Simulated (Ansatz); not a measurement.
Input of an Ansatz 0.2.0 run:

Contents of input.yaml:

```yaml
crystal:
  lattice:
    - [0.0, 2.72525, 2.72525]
    - [2.72525, 0.0, 2.72525]
    - [2.72525, 2.72525, 0.0]
  atoms:
    - { symbol: Ga, position: [0.0, 0.0, 0.0] }
    - { symbol: P, position: [0.75, 0.75, 0.75] }
hamiltonian:
  xc: pbe
  pseudopotentials: { kind: paw }
kpoints:
  mp_grid: { grid: [8, 8, 8] }
scf:
  occupations: { method: gaussian, width: 0.012 }
output:
  forces: true
  stress: true
  eigenvalues: true
```

Potentials or basis: Ansatz PAW.

Launch:

```bash
$ ansatz run input.yaml --threads 2 --pin off --max-ram 5632MiB --backend cpu --events-out ev --progress --plain --runs-dir out
```

Q: Estimate the band gap on the k mesh.

A: 1.64 eV, indirect (least direct gap 1.83 eV).

Q: Estimate the pressure.

A: 2.5 GPa.

**What was measured.**

“Stacking defects in GaP nanowires: Electronic structure and optical properties”, 2018, arxiv:1810.01194 quotes, for a bulk crystal of GaP at 10 K: band gap 2.34 eV (indirect).

Measured gap of GaP: 2.34 eV (indirect; 10 K; quoted in “Stacking defects in GaP nanowires: Electronic structure and optical properties”, 2018, arxiv:1810.01194). This calculation gives 1.64 eV (-0.70 eV). Spin-orbit coupling on Ga is left out. The value is that of PBE on a finite k mesh, which can miss the band edges, without temperature or zero-point motion. Semilocal functionals fall short of measured gaps as a rule.
